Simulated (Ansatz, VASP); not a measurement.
# KBr: VASP beside Ansatz

```
CELL_PARAMETERS angstrom
0.00000 3.65172 3.65172
3.65172 0.00000 3.65172
3.65172 3.65172 0.00000
ATOMIC_POSITIONS crystal
K 0.00000 0.00000 0.00000
Br 0.25000 0.25000 0.25000
```

Change from the starting cell: volume scaled by 0.95, PAW files.

Alike in both runs: task electric field gradients; functional PBE; k mesh 11 × 11 × 11; occupations fermi-dirac, width 0.08 eV; no spin polarisation.

|  | VASP | Ansatz |
| --- | --- | --- |
| version | VASP 6.6.1 | Ansatz 0.2.0 |
| potentials or method | VASP PAW PBE potentials, release 64 (K_sv, Br) | PAW with Ansatz's default frozen-core files, scalar-relativistic |
| plane-wave cutoff (eV) | 520 | 420 |
| valence electrons in the cell | 16 | 16 |

|  | VASP | Ansatz | Ansatz less VASP |
| --- | --- | --- | --- |
| gap on the k mesh at the Fermi level (eV) | 4.33 | 4.34 | +0.001 |
| pressure (GPa) | 0.6 | 0.6 | -0.03 |
| Vzz of the field gradient on the site that differs most (V/Å²) | 0.0 | 0.0 | 0.00 |

Caveats: an odd mesh through Γ misses points on the zone boundary, where band edges often lie.
